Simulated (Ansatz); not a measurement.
SiC: a vibration from a frozen displacement

Method: DFT PBE, scalar-relativistic, plane waves, PAW (Ansatz). The runs took a 420 eV cutoff, a Γ-centred 12×12×12 mesh and Gaussian smearing (0.05 eV). No spin polarisation. Energies are free energies at this smearing, counted from the undisturbed cell; pressure is positive in compression.

The undisturbed cell (as given, not relaxed at this level; it stands at 4.8 GPa):

```
Si C
1.0
     0.00000    2.17400    2.17400
     2.17400    0.00000    2.17400
     2.17400    2.17400    0.00000
Si C
1 1
Cartesian
  0.0000 0.0000 0.0000
  3.2610 3.2610 3.2610
```

Every Si atom is moved by x along the Cartesian unit vector (0.000, -0.707, -0.707); the cell and all other atoms stay fixed. The cell's volume is 20.55 Å³; the moved atoms weigh 28.085 u together and the others 12.011 u. Some rows repeat others by symmetry and weren't run.

```csv
x (Å),ΔE (meV/cell),total force on the moved atoms along the move (eV/Å),pressure (GPa)
-0.5000,2666.52,11.5319,39.7724
-0.4375,2002.42,9.7473,30.8561
-0.3750,1445.52,8.0907,23.4411
-0.3125,988.53,6.5513,17.4370
-0.2500,624.48,5.1131,12.7258
-0.1875,347.65,3.7580,9.1947
-0.1250,153.35,2.4685,6.7499
-0.0625,38.16,1.2232,5.3152
0.0000,0.00,0.0000,4.8424
0.0625,38.16,-1.2232,5.3152
0.1250,153.35,-2.4685,6.7499
0.1875,347.65,-3.7580,9.1947
0.2500,624.48,-5.1131,12.7258
0.3125,988.53,-6.5513,17.4370
0.3750,1445.52,-8.0907,23.4411
0.4375,2002.42,-9.7473,30.8561
0.5000,2666.52,-11.5319,39.7724
```

Problem. What frequency belongs to this motion?

Solution. The force constant is k = −dF/dx = 19.570 eV/Å², from the parabola through x = -0.0625, 0 and 0.0625. In every cell the moved atoms swing against the rest, so the mass is μ = m₁m₂/(m₁ + m₂) = 8.413 u, and ν̃ = 521.5 cm⁻¹ × √(|k|/μ) = 795 cm⁻¹, at this cell's pressure of 4.8 GPa. To first order in x, and within 1 %, the force on every atom lies along the move and, within each of the two groups, in proportion to the atom's mass, so this is itself a mode at the zone centre of this cell, taken without macroscopic field (the transverse frequency in a polar insulator).

Problem. How far does the harmonic law reach?

Solution. At x = -0.500 Å, kx²/2 = 2446.31 meV against the computed 2666.52 meV (+9.0 %): the well stiffens in this direction at large amplitude.

Problem. The pressure changes with x². What does that say about the frequency under compression?

Solution. With E = k(V)x²/2, k ∝ V^(−2γ) and x scaling with the cell as V^(1/3), P − P0 = −∂E/∂V = (2γ − 2/3) ΔE/V. At x = 0.1250 Å, V(P − P0) = 20.55 × 1.90747 / 160.2 eV = 244.66 meV and ΔE = 153.35 meV, so γ = 1/3 + V(P − P0)/(2ΔE) = 1.13. This is the Grüneisen parameter of the motion under uniform scaling of the cell: shrinking the cell evenly by 1 % in volume raises the frequency by about 1.13 %.

The gap closes along the scan, which can put kinks into the curve.